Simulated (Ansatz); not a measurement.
A first try at a calculation of the elastic constants of GaSb, space group Immm, using Ansatz's Python interface.

Script `gasb.py`:
```python
# -*- coding: utf-8 -*-
from dataclasses import dataclass

import ansatz as az
import numpy as np


@dataclass
class Settings:
    occupations: str = 'fixed'
    scf_tol: float = 1e-06
    extra_bands: int = 4
    kmesh: tuple[int, ...] = (8, 8, 8)


cfg = Settings()

vectors = np.array([
    [-1.555901, 2.675003, 2.893313],
    [1.555901, -2.675003, 2.893313],
    [1.555901, 2.675003, -2.893313],
])
cell = (
    az.Lattice.of(vectors)
    .atom('Ga', (0.0, 0.0, 0.0))
    .atom('Sb', (0.5, 0.5, 0.0))
)

calculation = (
    cell.calculation()
    .functional(exchange='pbesol', correlation='lyp')
    .basis(24 * az.Ry)
    .occupations(cfg.occupations)
    .initial_density(normalization='atom')
    .scf(tolerance=cfg.scf_tol, extra_bands=cfg.extra_bands, algorithm='direct_min')
    .kpoints(*cfg.kmesh)
)
outcome = calculation.elastic('relaxed_ion', amplitude=0.003).run()
elastic = outcome.elastic

C = np.asarray(elastic.c_gpa)
for i in range(6):
    for j in range(i, 6):
        if abs(C[i, j]) > 0.05:
            print(f'C{i + 1}{j + 1} = {C[i, j]:.1f} GPa')
print('smallest eigenvalue of C:', round(elastic.stability.min_eigenvalue_gpa, 1), 'GPa; tensor positive definite:', elastic.stability.min_eigenvalue_gpa > 0)
if elastic.stability.min_eigenvalue_gpa > 0:
    for name, value in elastic.moduli.to_plain().items():
        print(f'{name:14s} {value:9.3f}')
```

```console
$ python gasb.py
DeckWarning: basis.ecutwfc = 326.536634951856 eV is below the records' recommended 420 eV, and the density's cutoff is lower with it unless basis.ecutrho_ratio is high enough to keep the records' density cutoff: compare with a run at a higher cutoff
DeckWarning: elastic: scf.convergence.dr2_threshold = 1e-6 eV (typed) is looser than the 2.25e-10 eV advised at elastic.amplitude = 3e-3. Elastic constants divide stress differences by the amplitude, so a small SCF error in a stress becomes a large one in a constant, unseen in the output: at amplitude 2e-3 the clamped-ion constants of small cells erred by tens of per cent at 1e-7 eV and about one at 1e-10. Remove the key (the batch's default is 1e-13 eV) or set it to 2.25e-10 eV or tighter; if the SCF cannot reach that, raise elastic.amplitude (its page has the limits): up to 8e-3 the advised threshold grows with its square
DeckWarning: scf.convergence.dr2_threshold = 1e-6 eV is looser than this run's default, which is 1e-7 eV or tighter. The error in the forces grows as the threshold's square root, so leave the key out unless less accurate forces are enough
RunWarning: iter 1: σ=0 fill of 14 bands saw a band overlap (occupied 12.1638 eV > unoccupied 8.0055 eV) — on an unconverged iterate often a transient of an unconverged empty band; one that stands at the close is told there (band_overlap_at_count); if the run fails to converge, the spectrum is likely genuinely metallic at σ=0 — use a smearing of finite width or the tetrahedron method (which not every kind of run takes: see the entry of scf.occupations.method in the input reference), with at least one empty band (raise scf.n_extra_bands, or leave it out; where the count is already the smallest k-point's plane-wave count, raise basis.ecutwfc first)
RunWarning: the bands overlap at the fill by count (14 filled at each k-point of a channel): the highest filled level, 12.132739 eV at k-index 66, stands 4.1296 eV over the lowest empty one, 8.003117 eV at k-index 82, so that a fill of the lowest levels lies lower and no gap is reported. A metal, or a carrier in a host's bands, wants a smearing of finite width or the tetrahedron method (`scf.occupations.method`). A defect's level that its images broaden is meant whole, and this fill is then the right one; a shifted mesh or single k-points narrow the overlap
Traceback (most recent call last):
  File "gasb.py", line 38, in <module>
    outcome = calculation.elastic('relaxed_ion', amplitude=0.003).run()
  ...
ansatz.NonConvergedError: elastic constants: the member of strain η1, δ = -6.0e-3 was refused. The lowest bands are filled with no smearing (scf.occupations.method: fixed, or a scf.occupations.width too small to smear), and the least direct gap between the highest filled and the lowest empty band is narrow for the strain: 3.298e-2 eV in the unstrained reference solve (k-index 82) and 3.030e-2 eV here (k-index 82), together less than 15 eV times the strain. Bands that move against each other that fast can have crossed between the two solves and moved apart again, which the two gaps do not show; the elastic constants would then depend on elastic.amplitude. Either make elastic.amplitude more than 3 times smaller, tighten scf.convergence.dr2_threshold (unset: the batch's own, tighter default), and check that a still smaller elastic.amplitude gives the same result; or set scf.occupations.method: fermi_dirac with scf.occupations.width left out (that changes the method: the result is a smeared one, and can differ much where the gap is narrow; this check is not made under a smearing, and the result can still depend on the amplitude or on the k-point mesh: how to check it, for each kind of [...]
The last result that the run could keep is in <dir> where next_state_free_energy_ev on a file's second line is a number, the run has left its state, where lower_state_in_no_save there is true it has gone on to a lower one that no save has, where lower_state_not_kept there is true it has shown a lower one that it does not keep, where withdrawn there is true it has taken that telling back, where relaxation_convergence_pending there is true the relaxation had not been seen to end on it, where checkpoint_pending there is true a resume need not go on from it, and where ended_on there is non_converged, with further_exchange_loops ahead (goes_on_to, as later_telling there has it, where it stands), the run gives no result, that one neither; one whose goes_on_to is unconverged_end is of a structure not shown to be relaxed.
```
(Warnings from the package without file and line, shortened, repeats left out; library frames cut from the traceback.)

Why does it end like this?

The fault: fixed occupations, though the bands overlap at this level of theory. The correction:

```diff
--- before
+++ after
@@ -9,3 +9,4 @@
 class Settings:
-    occupations: str = 'fixed'
+    occupations: str = 'fermi_dirac'
+    sigma: float = 0.1
     scf_tol: float = 1e-06
@@ -32,3 +33,3 @@
     .basis(24 * az.Ry)
-    .occupations(cfg.occupations)
+    .occupations(cfg.occupations, width=cfg.sigma)
     .initial_density(normalization='atom')
```

The mended script runs so:

```console
$ python gasb.py
DeckWarning: basis.ecutwfc = 326.536634951856 eV is below the records' recommended 420 eV, and the density's cutoff is lower with it unless basis.ecutrho_ratio is high enough to keep the records' density cutoff: compare with a run at a higher cutoff
DeckWarning: elastic: scf.convergence.dr2_threshold = 1e-6 eV (typed) is looser than the 2.25e-10 eV advised at elastic.amplitude = 3e-3. Elastic constants divide stress differences by the amplitude, [...]
DeckWarning: scf.convergence.dr2_threshold = 1e-6 eV is looser than this run's default, which is 1e-7 eV or tighter. The error in the forces grows as the threshold's square root, so leave the key out unless less accurate forces are enough
C11 = 113.1 GPa
C12 = 39.8 GPa
C13 = 21.6 GPa
C22 = 82.8 GPa
C23 = 25.5 GPa
C33 = 112.0 GPa
C44 = 33.6 GPa
C55 = 21.7 GPa
C66 = 13.2 GPa
smallest eigenvalue of C: 13.2 GPa; tensor positive definite: True
k_voigt_gpa       52.566
k_reuss_gpa       52.008
k_hill_gpa        52.287
g_voigt_gpa       28.716
g_reuss_gpa       23.923
g_hill_gpa        26.319
youngs_gpa        67.614
poisson            0.284
```
(Warnings from the package without file and line, shortened.)

Notes:
- These settings explore the input space; cutoff and mesh may be short of convergence.
- The cutoff lies under the one recommended for these potentials.
- Under the recommended cutoff a pressure can be off by several GPa, even in sign.
- A positive definite tensor excludes instabilities under uniform strain alone; phonons elsewhere in the zone can still be imaginary.
- The cell stands under an uneven stress, so these stress-strain coefficients aren't symmetric, and eigenvalues smaller than that stress decide nothing.
- This cell is a computed structure, which may not be the phase found in nature.
- The constants belong to the cell that was strained; where it wasn't relaxed first it may be under stress.
- Finished in 2.7 min on 1 thread of Arm Neoverse V1, with other jobs on the host, peak memory 0.55 GiB.
